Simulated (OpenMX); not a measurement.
Crystal: ZrC.

```
Zr C
1.0
     0.00000    2.36500    2.36500
     2.36500    0.00000    2.36500
     2.36500    2.36500    0.00000
Zr C
1 1
Cartesian
  2.3650 2.3650 2.3650
  0.0000 0.0000 0.0000
```

* Program: OpenMX 3.8.5
* Task: single point
* Functional: PBE
* Potentials or basis: OpenMX 2013 PBE set, Zr7.0-s3p2d2, C6.0-s2p2d1, grid cutoff 350 Ry
* k mesh: 11 × 11 × 11
* Occupations: fermi-dirac, width 0.05 eV
* Spin: no spin polarisation

On this cell: pressure -1.6 GPa; largest force zero by symmetry; band gap on the k mesh none (metal or under the smearing width).

The same run follows on a disturbed copy (atoms moved at random, drawn with an rms of 0.05 Å):

```
Zr C
1.0
     0.00000    2.36500    2.36500
     2.36500    0.00000    2.36500
     2.36500    2.36500    0.00000
Zr C
1 1
Direct
  0.49014 0.49591 0.50642
  0.98906 0.99528 0.02158
```

**Question.** What does the disturbed cell give?

**Answer.** The energy (extrapolated to zero smearing) moves by +4.4 meV/atom; pressure -1.5 GPa; largest force 0.346 eV/Å; band gap on the k mesh none (metal or under the smearing width).

Forces on the atoms (eV/Å):
```
Zr   0.247  0.233 -0.033
C   -0.247 -0.241  0.032
```

Caveats: the basis of atomic orbitals isn't converged, which shifts pressures, moduli and gaps.
